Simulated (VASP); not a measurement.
The system is ZnS (Wurtzite-2H).

```
CELL_PARAMETERS angstrom
3.81100 0.00000 0.00000
-1.90550 3.30042 0.00000
0.00000 0.00000 6.23400
ATOMIC_POSITIONS crystal
Zn 0.66667 0.33333 0.50000
Zn 0.33333 0.66667 0.00000
S 0.66667 0.33333 0.88500
S 0.33333 0.66667 0.38500
```

```yaml
Program: VASP 6.6.1
Task: relaxation of cell and atoms
Functional: BLYP
Potentials_or_basis: VASP PAW PBE potentials, release 64 (Zn, S)
Cutoff: 600 eV
k_mesh: 8 × 8 × 5
Occupations: fermi-dirac, width 0.05 eV
Spin: no spin polarisation
```

At the start: pressure 6.4 GPa; volume 19.60 Å³/atom.

Q: How do energy, volume and symmetry change on relaxing?

A: Over 8 steps the energy falls by 36.7 meV/atom and the volume is 21.32 Å³/atom (+8.8 %); space group P6_3mc (No. 186, to 0.05 Å).

The path:
| step | energy change (eV) | largest force (eV/Å) | pressure (GPa) | volume (Å³) |
| --- | --- | --- | --- | --- |
| 1 | 0.0000 | 0.3429 | 6.35 | 78.41 |
| 2 | -0.1316 | 0.0807 | -1.36 | 87.56 |
| 3 | -0.1408 | 0.1231 | -0.09 | 85.53 |
| 4 | -0.1407 | 0.1197 | -0.19 | 85.67 |
| 5 | -0.1437 | 0.0824 | -0.19 | 85.60 |
| 6 | -0.1468 | 0.0054 | -0.08 | 85.44 |
| 7 | -0.1468 | 0.0153 | -0.05 | 85.42 |
| 8 | -0.1470 | 0.0037 | 0.03 | 85.30 |

Final structure:
```
CELL_PARAMETERS angstrom
3.91461 0.00000 0.00000
-1.95730 3.39015 0.00000
0.00000 0.00000 6.42718
ATOMIC_POSITIONS crystal
Zn 0.66667 0.33333 0.50523
Zn 0.33333 0.66667 0.00523
S 0.66667 0.33333 0.87977
S 0.33333 0.66667 0.37977
```

Caveat: the PAW data sets were made with another functional, which shifts forces and pressure a little.
